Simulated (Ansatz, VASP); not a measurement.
# Two plane-wave programs on HfN

The input INCAR:

```
SYSTEM = HfN
PREC = Accurate
ENCUT = 520
EDIFF = 1E-7
ISMEAR = 0
SIGMA = 0.15
LREAL = .FALSE.
LASPH = .TRUE.
NELM = 80
ALGO = Normal
ISIF = 2
LWAVE = .FALSE.
LCHARG = .TRUE.
GGA = PS
LELF = .TRUE.
LVHAR = .TRUE.
NBANDS = 14
```

The input KPOINTS:

```
Automatic mesh
0
G
  16 16 16
  0 0 0
```

POSCAR

```
HfN
1.0
    0.0000000000      2.5530148800      2.2584362400
    2.5530148800      0.0000000000      2.2584362400
    2.5530148800      2.5530148800      0.0000000000
Hf N
1 1
Direct
    0.0000000000      0.0000000000      0.0000000000
    0.7500000000      0.7500000000      0.7500000000
```

Input for Ansatz:

```yaml
crystal:
  lattice:
    - [0.0, 2.55301488, 2.25843624]
    - [2.55301488, 0.0, 2.25843624]
    - [2.55301488, 2.55301488, 0.0]
  atoms:
    - { symbol: Hf, position: [0.0, 0.0, 0.0] }
    - { symbol: "N", position: [0.75, 0.75, 0.75] }
basis:
  ecutwfc: 420
kpoints:
  mp_grid: { grid: [16, 16, 16] }
hamiltonian:
  xc: pbesol
scf:
  occupations: { method: gaussian, width: 0.15 }
output:
  forces: true
  stress: true
  eigenvalues: true
  write_density: true
  write_potential: true
  elf: true
  volumetric_format: npy
```

Change from the starting cell: strain +0.040 along x and y, -0.080 along z, atoms carried along.

Alike in both runs: task single point; functional PBEsol; k mesh 16 × 16 × 16; occupations gaussian, width 0.15 eV; no spin polarisation.

|  | VASP | Ansatz |
| --- | --- | --- |
| version | VASP 6.6.1 | Ansatz 0.2.0 |
| potentials or method | VASP PAW PBE potentials, release 64 (Hf_pv, N) | scalar-relativistic, plane waves, PAW |
| plane-wave cutoff (eV) | 520 | 420 |
| valence electrons in the cell | 15 | 31 |

Ansatz gave:

| Quantity | Value |
| --- | --- |
| gap on the k mesh at the Fermi level (eV) | none |
| pressure (GPa) | -5.0 |
| largest component of the traceless stress (GPa) | 9.88 |

Problem. Which values does VASP return?

Solution. gap on the k mesh at the Fermi level (eV): none; pressure (GPa): -6.0; largest component of the traceless stress (GPa): 9.90.

A gap of «none» marks a metal or a gap that the smearing closes. The functional is the same, so the differences come from potentials, cutoffs and numerics. The two sets of potentials don't hold the same shells in valence.

Caveats: the PAW data sets were made with another functional, which shifts forces and pressure a little (VASP). The runs have no spin-orbit coupling, so splittings on Hf are missing.
